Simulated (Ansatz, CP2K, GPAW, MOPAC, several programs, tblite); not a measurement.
# Many methods on one cell: SnO₂ (I4_1/amd)

SnO₂ (I4_1/amd) from a database of computed structures, relaxed with r2SCAN in Ansatz, was computed with several methods. Space group I4_1/amd (No. 141), tetragonal; a = 3.999 Å, c = 10.203 Å in the conventional setting, 13.60 Å³ an atom. Around Sn lie 6 O at 2.05–2.08 Å; around O lie 3 Sn at 2.05–2.08 Å. Calculated for a static, non-magnetic cell.

```
Sn O
1.0
    -1.99964    1.99964    5.10125
     1.99964   -1.99964    5.10125
     1.99964    1.99964   -5.10125
Sn O
2 4
Direct
  0.75000 0.25000 0.50000
  0.00000 0.00000 0.00000
  0.79634 0.79634 0.00000
  0.95366 0.45366 0.50000
  0.20366 0.20366 0.00000
  0.54634 0.04634 0.50000
```

Gaps and times are for a single point on this cell; volume and bulk modulus come from each method's own relaxation or energy curve at fixed shape, which is too stiff where a cell has free coordinates or axes. Times are rough, from shared hosts (Arm Neoverse V1), and each method has its own mesh and cell size. A dagger marks a closed or tiny gap in a crystal that DFT finds insulating: a failure of the method or a wrong SCF state. A double dagger marks a value from a curve with shape and coordinates held. PM6 (MOPAC), PM7 (MOPAC), GFN1-xTB (tblite) treat a cluster of cells at its zone centre, which samples few k points: where these miss a band edge, the gap comes out too large for that reason alone. Gaps from k meshes are read at a limited set of points (mesh, symmetry points, PBE's band edges), so each method's own least gap may be somewhat smaller. xTB and the PM methods were fitted mostly to molecules, and can miss a solid's gap by electronvolts. Minimal bases can be far off for gaps. GLLB-SC's gap includes the derivative discontinuity. d marks a direct gap, i an indirect one (no mark: not told apart), a dash a value that wasn't computed or didn't pass its checks.

```json
{"method": "light PBE (260 eV, its own mesh)", "kind": "light plane-wave", "gap (eV)": "1.52 i", "own volume (Å³/atom)": "–", "bulk modulus (GPa)": "–", "atoms computed": "6", "processor time": "1.8 s"}
{"method": "PM7 (MOPAC)", "kind": "semi-empirical", "gap (eV)": "9.74", "own volume (Å³/atom)": "12.49‡", "bulk modulus (GPa)": "301‡", "atoms computed": "108", "processor time": "4.7 s"}
{"method": "GFN1-xTB (tblite)", "kind": "tight binding", "gap (eV)": "0.00†", "own volume (Å³/atom)": "12.68‡", "bulk modulus (GPa)": "96‡", "atoms computed": "108", "processor time": "4.8 s"}
{"method": "PM6 (MOPAC)", "kind": "semi-empirical", "gap (eV)": "7.39", "own volume (Å³/atom)": "–", "bulk modulus (GPa)": "–", "atoms computed": "108", "processor time": "6 s"}
{"method": "PBE", "kind": "semilocal", "gap (eV)": "1.70 i", "own volume (Å³/atom)": "14.18", "bulk modulus (GPa)": "158‡", "atoms computed": "6", "processor time": "16 s"}
{"method": "PBE/SZV (CP2K)", "kind": "small basis", "gap (eV)": "0.90 i", "own volume (Å³/atom)": "–", "bulk modulus (GPa)": "–", "atoms computed": "6", "processor time": "26 s"}
{"method": "r2SCAN", "kind": "semilocal", "gap (eV)": "2.33 i", "own volume (Å³/atom)": "13.60", "bulk modulus (GPa)": "188‡", "atoms computed": "6", "processor time": "41 s"}
{"method": "PBE/DZVP (CP2K)", "kind": "small basis", "gap (eV)": "1.50 i", "own volume (Å³/atom)": "14.47‡", "bulk modulus (GPa)": "139‡", "atoms computed": "6", "processor time": "59 s"}
{"method": "GLLB-SC (GPAW)", "kind": "model potential", "gap (eV)": "3.68", "own volume (Å³/atom)": "–", "bulk modulus (GPa)": "–", "atoms computed": "6", "processor time": "84 s"}
```

Against r2SCAN (2.33 eV) and with closed or daggered gaps left aside, the nearest gap at the points sampled is that of PBE (-0.63 eV) and the farthest that of PM7 (MOPAC) (+7.41 eV). r2SCAN is only a yardstick of convenience: semilocal gaps usually lie below measured ones, which GLLB-SC and hybrids aim to mend.

Volumes against r2SCAN's: PBE +4.3 %.

Runs without a result: GFN2-xTB (tblite) (single point).

Spin-orbit coupling is left out.
